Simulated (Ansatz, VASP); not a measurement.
**SiC in VASP and in Ansatz**

```
Si C
1.0
     3.09115    0.00000    0.00000
    -1.54558    2.67701    0.00000
     0.00000    0.00000    5.07277
Si C
2 2
Cartesian
  0.0000 1.7847 0.0232
  1.5456 0.8923 2.5596
  0.0000 1.7847 1.9298
  1.5456 0.8923 4.4662
```

Alike in both runs: functional PBEsol; k mesh 8 × 8 × 6; no spin polarisation.

Ansatz relaxed the structure, and its values are those at the end. VASP's run is a single point on that final structure, the one shown.

```csv
,VASP,Ansatz
version,VASP 6.6.1,Ansatz 0.2.0
potentials or method,"VASP PAW PBE potentials, release 64 (Si, C), cutoff 520 eV","all-electron LAPW, scalar-relativistic"
occupations,"gaussian, width 0.01 eV",fixed
```

```csv
,VASP,Ansatz,Ansatz less VASP
gap on the k mesh at the Fermi level (eV),2.40,2.41,+0.011
pressure (GPa),-2.9,-3.2,-0.38
```

Ansatz ran all-electron here, so the differences hold the error of VASP's frozen core and of both bases.

Caveats: the PAW data sets were made with another functional, which shifts forces and pressure a little (VASP). A k mesh can miss the band edges.
